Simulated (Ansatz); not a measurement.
Method: DFT PBE, scalar-relativistic, plane waves, PAW (Ansatz 0.2.0). Settings: cutoff 420 eV, Γ-centred meshes spaced at most about 0.3 Å⁻¹ (2π included), Gaussian smearing. No spin polarisation in the final relaxations.

All energies are static (0 K, no zero-point motion).

Two relaxed structures of HfSiO4:

A. Space group I4_1/amd (No. 141), tetragonal, a = 6.646 Å, c = 6.014 Å. Hf has 4 O at 2.14 Å, 4 O at 2.28 Å and 2 Si at 3.01 Å; Si has 4 O at 1.64 Å and 2 Hf at 3.01 Å; around O lie 1 Si at 1.64 Å, 1 Hf at 2.14 Å and 1 Hf at 2.28 Å.

B. Space group F222 (No. 22), orthorhombic, a = 5.136 Å, b = 7.030 Å, c = 7.745 Å. Around Hf lie 4 O at 2.19 Å, 4 O at 2.32 Å and 4 Si at 2.91 Å; Si has 4 O at 1.67–1.69 Å and 4 Hf at 2.91 Å; O on its first site is surrounded by 1 Si at 1.67 Å and 2 Hf at 2.32 Å; O on its second site is surrounded by 1 Si at 1.69 Å and 2 Hf at 2.19 Å.

Task: Which form is favoured at zero pressure, and by what margin per atom?

Result: A is lower, by 0.75 eV/atom. A has the zircon type, space group I4_1/amd (No. 141), 11.1 Å³/atom and a gap of 5.33 eV on its mesh; B has space group F222 (No. 22), 11.7 Å³/atom and a gap of 0.97 eV. The denser one is the lower, and pressure would at first widen the difference. Origin: A is a cell as deposited in COD, relaxed; B was invented.

Spin–orbit coupling, which can matter for Hf, is left out. Kohn–Sham gaps at this level usually fall short of measured ones. With atoms moved at random, I4_1/amd came back. Other cells relaxed within their symmetry can be saddle points.
